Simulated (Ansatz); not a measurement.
`CCCOCC` + `OB(S)S` → `COB(S)S` + `CCOCC`  (substitution at a C–C bond)

Calculated with Ansatz (gas phase, PBE0-D4/def2-TZVP geometries, no zero-point term in ΔE). CCSD(T)/CBS is the MP2 limit (def2-TZVPP, def2-QZVPP) plus CCSD(T) − MP2 in def2-TZVPP, frozen cores. This one scheme is used for every species. DFT in def2-TZVPP. One conformer a species, not always the lowest.

Task: Is it downhill or uphill in electronic energy at CCSD(T)/CBS, and by how much? (Estimate.)

Result: Computed: Uphill: ΔE = +0.50 eV.

Task: What do these levels give: r2SCAN-D4, PBE0-D4, r2SCAN, SCS-MP2/def2-TZVPP, CCSD/def2-TZVPP, MP2/def2-QZVPP? (Best estimate.)

Result: The calculation gave: r2SCAN-D4 0.47, PBE0-D4 0.49, r2SCAN 0.47, SCS-MP2/def2-TZVPP 0.48, CCSD/def2-TZVPP 0.49, MP2/def2-QZVPP 0.53 eV.

Largest T1 diagnostic among the species: 0.013.

In def2-TZVPP, CCSD(T) changes the Hartree–Fock value by +0.05 eV (the triples alone add −0.00 eV) and MP2 by +0.09 eV.
